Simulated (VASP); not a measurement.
# Zr (P6_3/mmc) in VASP: notebook

One crystal, Zr, is run at these levels: PBE; tasks: relaxation of cell and atoms.

All numbers are computed with VASP 6.6.1; they aren't measurements. Logs are shortened: lines on timing, memory, paths and dates and some standing lists are left out, and cuts for length are marked.

## (1) The structure

The structure is hexagonal, space group P6_3/mmc (No. 194). The conventional cell has a = 3.232 Å, b = 3.232 Å, c = 5.147 Å, α = 90.00°, β = 90.00°, γ = 120.00°. Zr (site symmetry -6m2) has 12 Zr at 3.18 to 3.23 Å as nearest neighbours.

## (2) Relaxation of cell and atoms, PBE

The input, INCAR:

```
PREC = Accurate
ENCUT = 600
EDIFF = 1E-6
ISMEAR = 1
SIGMA = 0.1
LREAL = F
LASPH = T
NELM = 80
ALGO = Normal
ISIF = 3
LWAVE = F
LCHARG = F
GGA = PE
IBRION = 2
NSW = 90
EDIFFG = -0.01
```

The input, KPOINTS:

```
Automatic mesh
0
Gamma
  15 15 7
```

The input, POSCAR:

```
Zr
1.0
    3.2320000000      0.0000000000      0.0000000000
   -1.6160000000      2.7989941050      0.0000000000
    0.0000000000      0.0000000000      5.1470000000
Zr
2
Direct
    0.3333333333      0.6666666667      0.2500000000
    0.6666666667      0.3333333333      0.7500000000
```

Potentials or basis: VASP PAW PBE potentials, release 64 (Zr_sv).

Command:

```bash
> cat potpaw_PBE.64/Zr_sv/POTCAR > POTCAR
> mpirun -np 1 vasp_std > vasp.out
```

OUTCAR:

```text
PREC = Accurate
   ENCUT = 600
   EDIFF = 1E-6
   ISMEAR = 1
   LREAL = F
   LASPH = T
   NELM = 80
   ISIF = 3
   GGA = PE
   IBRION = 2
   NSW = 90
   EDIFFG = -0.01

 ion  position               nearest neighbor table
   1  0.333  0.667  0.250-   2 3.18   2 3.18   2 3.18   2 3.18   2 3.18   2 3.18
   2  0.667  0.333  0.750-   1 3.18   1 3.18   1 3.18   1 3.18   1 3.18   1 3.18

  LATTYP: Found a hexagonal cell.
 ALAT       =     3.2320000000
 C/A-ratio  =     1.5925123762

  Lattice vectors:

 A1 = (   3.2320000000,   0.0000000000,   0.0000000000)
 A2 = (  -1.6160000000,   2.7989941050,   0.0000000000)
 A3 = (   0.0000000000,   0.0000000000,   5.1470000000)

Analysis of symmetry for initial positions (statically):
=====================================================================
 Subroutine PRICEL returns:
 Original cell was already a primitive cell.

 Routine SETGRP: Setting up the symmetry group for a
 hexagonal supercell.

 Subroutine GETGRP returns: Found 24 space group operations
 (whereof 12 operations were pure point group operations)
 out of a pool of 24 trial point group operations.

The static configuration has the point symmetry D_3d.
 The point group associated with its full space group is D_6h.

Analysis of symmetry for dynamics (positions and initial velocities):
=====================================================================
 Subroutine PRICEL returns:
 Original cell was already a primitive cell.

 Routine SETGRP: Setting up the symmetry group for a
 hexagonal supercell.

 Subroutine GETGRP returns: Found 24 space group operations
 (whereof 12 operations were pure point group operations)
 out of a pool of 24 trial point group operations.

The dynamic configuration has the point symmetry D_3d.
 The point group associated with its full space group is D_6h.

 Subroutine INISYM returns: Found 24 space group operations
 (whereof 12 operations are pure point group operations),
 and found     1 'primitive' translations

----------------------------------------------------------------------------------------

                                     Primitive cell

  volume of cell :      46.5616

  direct lattice vectors                    reciprocal lattice vectors
     3.232000000  0.000000000  0.000000000     0.309405941  0.178635603  0.000000000
    -1.616000000  2.798994105  0.000000000     0.000000000  0.357271206  0.000000000
     0.000000000  0.000000000  5.147000000     0.000000000  0.000000000  0.194287935

  length of vectors
     3.232000000  3.232000000  5.147000000     0.357271206  0.357271206  0.194287935

  position of ions in fractional coordinates (direct lattice)
     0.333333333  0.666666667  0.250000000
     0.666666667  0.333333333  0.750000000

  ion indices of the primitive-cell ions
   primitive index   ion index
                 1           1
                 2           2

----------------------------------------------------------------------------------------

 KPOINTS: Automatic mesh

Automatic generation of k-mesh.
 Grid dimensions read from file:
 generate k-points for:   15   15    7

 Generating k-lattice:

  Cartesian coordinates                     Fractional coordinates (reciprocal lattice)
     0.020627063  0.011909040  0.000000000     0.066666667  0.000000000  0.000000000
     0.000000000  0.023818080  0.000000000     0.000000000  0.066666667  0.000000000
     0.000000000  0.000000000  0.027755419     0.000000000  0.000000000  0.142857143

  Length of vectors
     0.023818080  0.023818080  0.027755419

  Shift w.r.t. Gamma in fractional coordinates (k-lattice)
     0.000000000  0.000000000  0.000000000

 Subroutine IBZKPT returns following result:
 ===========================================

 Found    108 irreducible k-points:

 Following reciprocal coordinates:
            Coordinates               Weight
  0.000000  0.000000  0.000000      1.000000
  0.066667 -0.000000  0.000000      6.000000
  0.133333 -0.000000  0.000000      6.000000
  0.200000 -0.000000  0.000000      6.000000
  0.266667 -0.000000  0.000000      6.000000
  0.333333  0.000000  0.000000      6.000000
[... 16 lines left out ...]
  0.333333  0.200000  0.000000     12.000000
  0.400000  0.200000  0.000000      6.000000
 [... further k-points ...]
   k-points           NKPTS =    108   k-points in BZ     NKDIM =    108   number of bands    NBANDS=     16
   number of dos      NEDOS =    301   number of ions     NIONS =      2
   total plane-waves  NPLWV =  32928
   dimension x,y,z NGX =    28 NGY =   28 NGZ =   42
   dimension x,y,z NGXF=    56 NGYF=   56 NGZF=   84
   ions per type =               2
   NGX,Y,Z   is equivalent  to a cutoff of  14.40, 14.40, 13.57 a.u.
   NGXF,Y,Z  is equivalent  to a cutoff of  28.80, 28.80, 27.13 a.u.
 SYSTEM =  unknown system
   PREC   = accura    normal or accurate (medium, high low for compatibility)
   ISTART =      0    job   : 0-new  1-cont  2-samecut
   ICHARG =      2    charge: 1-file 2-atom 10-const
   ISPIN  =      1    spin polarized calculation?
   LNONCOLLINEAR =      F non collinear calculations
   LSORBIT =      F    spin-orbit coupling
   LASPH  =      T    aspherical Exc in radial PAW
   ENCUT  =  600.0 eV  44.10 Ry    6.64 a.u.   6.46  6.46 10.28*2*pi/ulx,y,z
   NELM   =     80;   NELMIN=  2; NELMDL= -5     # of ELM steps
   EDIFF  = 0.1E-05   stopping-criterion for ELM
   LREAL  =      F    real-space projection
   EDIFFG = -.1E-01   stopping-criterion for IOM
   NSW    =     90    number of steps for IOM
   IBRION =      2    ionic relax: 0-MD 1-quasi-New 2-CG
   NFREE  =      1    steps in history (QN), initial steepest desc. (CG)
   ISIF   =      3    stress and relaxation
   ISYM   =      2    0-nonsym 1-usesym 2-fastsym
   POTIM  = 0.5000    time-step for ionic-motion
   TEBEG  =    0.0;   TEEND  =   0.0 temperature during run
   PSTRESS=    0.0 pullay stress
   NELECT =      24.0000    total number of electrons
   NUPDOWN=      -1.0000    fix difference up-down
   EMIN   =  10.00;   EMAX   =-10.00  energy-range for DOS
   EFERMI =   0.00;   METHOD = LEGACY
   ISMEAR =     1;   SIGMA  =   0.10  broadening in eV -4-tet -1-fermi 0-gaus
   EFERMI_NEDOS =   21; number of points for ismear=-14 and -15
   IALGO  =     38    algorithm
   IMIX   =      4    mixing-type and parameters
     AMIX     =   0.40;   BMIX     =  1.00
     AMIX_MAG =   1.60;   BMIX_MAG =  1.00
  volume/ion in A,a.u.               =      23.28       157.11
  Fermi-wavevector in a.u.,A,eV,Ry     =   1.312611  2.480475 23.442130  1.722948
  Thomas-Fermi vector in A             =   2.442991
   LORBIT       =      0    0 simple, 1 ext, 2 COOP (PROOUT), +10 PAW based schemes
   GGA     = PE    functional components
   LHFCALC =     F    Hartree Fock is set to
   AEXX    =    0.0000 exact exchange contribution
   IVDW    =     0    specifies the selected vdW correction
   LEPSILON=     F    determine dielectric tensor
   LRPA    =     F    only Hartree local field effects (RPA)
 conjugate gradient relaxation of ions
 non-spin polarized calculation
 Methfessel and Paxton  Order N= 1 SIGMA  =   0.10
  energy-cutoff  :      600.00
  volume of cell :       46.56
 maximum number of plane-waves:      1580
 NGX is ok and might be reduce to    28
   NGX = 13   NGY = 13   NGZ = 21

--------------------------------------- Ionic step        1  -------------------------------------------

 number of electron      24.0000000 magnetization

 Free energy of the ion-electron system (eV)
  ---------------------------------------------------
  ext. energy  EPLUGINS =         0.00000000
  ---------------------------------------------------
  free energy    TOTEN  =       -17.04222521 eV

  energy without entropy =      -17.04276085  energy(sigma->0) =      -17.04240376

------------------------ aborting loop because EDIFF is reached ----------------------------------------

  FORCE on cell =-STRESS in cart. coord.  units (eV):
  Direction    XX          YY          ZZ          XY          YZ          ZX
  --------------------------------------------------------------------------------------
  -------------------------------------------------------------------------------------
  Total        0.0898441      0.0898441      0.2211537      0.0000000      0.0000000      0.0000000
  in kB        3.0915235      3.0915235      7.6098715      0.0000000      0.0000000      0.0000000
  external PRESSURE =       4.5976395 kB  Pullay stress =       0.0000000 kB

 VOLUME and BASIS-vectors are now :
 -----------------------------------------------------------------------------
  energy-cutoff  :      600.00
  volume of cell :       46.56
      direct lattice vectors                 reciprocal lattice vectors
     3.232000000  0.000000000  0.000000000     0.309405941  0.178635603  0.000000000
    -1.616000000  2.798994105  0.000000000     0.000000000  0.357271206  0.000000000
     0.000000000  0.000000000  5.147000000     0.000000000  0.000000000  0.194287935
[... 73 lines left out ...]
 POSITION                                       TOTAL-FORCE (eV/Angst)
 -----------------------------------------------------------------------------------
     -0.00000      1.86815      1.29041        -0.000000      0.000000      0.000000
      1.61787      0.93407      3.87122         0.000000     -0.000000      0.000000
 -----------------------------------------------------------------------------------
    total drift:                               -0.000000      0.000000     -0.000000

  FREE ENERGIE OF THE ION-ELECTRON SYSTEM (eV)
  ---------------------------------------------------
  free  energy   TOTEN  =       -17.0426390174 eV

  energy  without entropy=      -17.0430967678  energy(sigma->0) =      -17.04279160

--------------------------------------- Ionic step        4  -------------------------------------------

 number of electron      24.0000000 magnetization

 Free energy of the ion-electron system (eV)
  ---------------------------------------------------
  ext. energy  EPLUGINS =         0.00000000
  ---------------------------------------------------
  free energy    TOTEN  =       -17.04269269 eV

  energy without entropy =      -17.04311575  energy(sigma->0) =      -17.04283371

 E-fermi :   8.9549     XC(G=0): -11.0611

 val. band max:        8.9516065583   @ k =   0.2667   0.2667   0.2857
 cond. band min:       8.9584011185   @ k =   0.2000   0.2000   0.4286
 fundamental gap:      0.0067945602
 Fermi energy:         8.9549048340

 k-point     1 :       0.0000    0.0000    0.0000
  band No.  band energies     occupation
      1     -39.9059      2.00000
      2     -39.7563      2.00000
      3     -18.4183      2.00000
      4     -17.5600      2.00000
      5     -17.5600      2.00000
      6     -17.4335      2.00000
[... 8 lines left out ...]
     15      10.4908     -0.00000
     16      10.4908     -0.00000
[... 419 lines left out ...]
 k-point    24 :       0.4000    0.2000    0.0000
  band No.  band energies     occupation
      1     -39.7566      2.00000
      2     -39.7262      2.00000
      3     -18.1766      2.00000
      4     -18.0145      2.00000
      5     -17.9265      2.00000
      6     -17.8918      2.00000
[... 8 lines left out ...]
     15      10.5418     -0.00000
     16      13.1221      0.00000

 [... further k-points ...]
[... 5 lines left out ...]
  --------------------------------------------------------------------------------------
  -------------------------------------------------------------------------------------
  Total       -0.0115217     -0.0115217      0.0112406     -0.0000000     -0.0000000      0.0000000
  in kB       -0.3946099     -0.3946099      0.3849829     -0.0000000     -0.0000000      0.0000000
  external PRESSURE =      -0.1347456 kB  Pullay stress =       0.0000000 kB

 VOLUME and BASIS-vectors are now :
 -----------------------------------------------------------------------------
  energy-cutoff  :      600.00
  volume of cell :       46.78
      direct lattice vectors                 reciprocal lattice vectors
     3.233457024 -0.000000000  0.000000000     0.309266520  0.178555108 -0.000000000
    -1.616728512  2.800255925  0.000000000     0.000000000  0.357110217 -0.000000000
    -0.000000000  0.000000000  5.166454809    -0.000000000 -0.000000000  0.193556324

 POSITION                                       TOTAL-FORCE (eV/Angst)
 -----------------------------------------------------------------------------------
     -0.00000      1.86684      1.29161         0.000000      0.000000     -0.000000
      1.61673      0.93342      3.87484        -0.000000     -0.000000      0.000000
 -----------------------------------------------------------------------------------
    total drift:                               -0.000000      0.000000     -0.000000

  FREE ENERGIE OF THE ION-ELECTRON SYSTEM (eV)
  ---------------------------------------------------
  free  energy   TOTEN  =       -17.0426926878 eV

  energy  without entropy=      -17.0431157489  energy(sigma->0) =      -17.04283371

 reached required accuracy - stopping structural energy minimisation
```

Run time: 2.1 min. Hardware: 1 thread of AMD EPYC 9R45 (Zen 5), shared host; peak memory 0.2 GiB.

What came out:

| Property | Result |
| --- | --- |
| Free energy | -17.0427 eV |
| Relaxed volume | 23.39 Å³/atom |
| Relaxed cell | a = 3.233 Å, b = 3.233 Å, c = 5.166 Å, α = 90.00°, β = 90.00°, γ = 120.00° |
| Space group after relaxing (to 0.05 Å) | P6_3/mmc (No. 194) |
| Energy gained by relaxing | 0.2 meV/atom |
| Ionic steps | 4 |
| Pressure after relaxing | 0.0 GPa |
| Band gap on the k mesh | none (metal or under the smearing width) |

Stress tensor (GPa, compression positive):
```
-0.04  0.00  0.00
 0.00 -0.04  0.00
 0.00  0.00  0.04
```

The path:
```tsv
step	energy change (eV)	largest force (eV/Å)	pressure (GPa)	volume (Å³)
1	0.0000	0.0000	0.46	46.56
2	-0.0001	0.0000	-0.47	47.01
3	-0.0004	0.0000	-0.05	46.80
4	-0.0005	0.0000	-0.01	46.78
```

Final structure:
```
CELL_PARAMETERS angstrom
3.23346 0.00000 0.00000
-1.61673 2.80026 0.00000
0.00000 0.00000 5.16645
ATOMIC_POSITIONS crystal
Zr 0.33333 0.66667 0.25000
Zr 0.66667 0.33333 0.75000
```

PBE usually gives volumes a little too large and moduli too small. Zero-point motion and thermal expansion aren't in these numbers.

## (3) Relaxation of cell and atoms, PBE

This run uses another cell than the first one, of 23.39 Å³/atom, 1.005 times its volume.

Edit INCAR of step 2 so:

```diff
@@ -2,3 +2,3 @@
 ENCUT = 600
-EDIFF = 1E-6
+EDIFF = 1E-7
 ISMEAR = 1
@@ -15,2 +15,2 @@
 NSW = 90
-EDIFFG = -0.01
+EDIFFG = -0.005
```

KPOINTS is that of step 2.

The input, POSCAR:

```
Zr                                      
1.0
    3.2334570239     -0.0000000000      0.0000000000
   -1.6167285120      2.8002559247      0.0000000000
   -0.0000000000      0.0000000000      5.1664548092
  Zr            
     2
Direct
     0.3333333332999970    0.6666666667000030    0.2500000000000000
     0.6666666667000030    0.3333333332999970    0.7500000000000000
```

Potentials or basis: VASP PAW PBE potentials, release 64 (Zr_sv).

Command:

```bash
> cat potpaw_PBE.64/Zr_sv/POTCAR > POTCAR
> mpirun -np 1 vasp_std > vasp.out
```

Wall time 76 s (1 thread of AMD EPYC 9R45 (Zen 5), shared host); peak memory 0.2 GiB.

Results (log left out):

| Property | Result |
| --- | --- |
| Free energy | -17.0428 eV |
| Relaxed volume | 23.39 Å³/atom |
| Relaxed cell | a = 3.233 Å, b = 3.233 Å, c = 5.168 Å, α = 90.00°, β = 90.00°, γ = 120.00° |
| Space group after relaxing (to 0.05 Å) | P6_3/mmc (No. 194) |
| Energy gained by relaxing | 0.0 meV/atom |
| Ionic steps | 2 |
| Pressure after relaxing | 0.0 GPa |
| Band gap on the k mesh | none (metal or under the smearing width) |

Final structure:
```yaml
crystal:
  lattice:
    - [3.23274, 0.00000, 0.00000]
    - [-1.61637, 2.79963, 0.00000]
    - [0.00000, 0.00000, 5.16823]
  atoms:
    - { symbol: Zr, position: [0.33333, 0.66667, 0.25000] }
    - { symbol: Zr, position: [0.66667, 0.33333, 0.75000] }
```

Levels at points of the mesh, in eV from the Fermi level:
```csv
k point,band 8,band 9,band 10,band 11,band 12,band 13,band 14,band 15,band 16
"(0.00, 0.00, 0.00)",-26.38,-5.66,-3.03,0.86,0.86,0.97,1.11,1.54,1.54
```
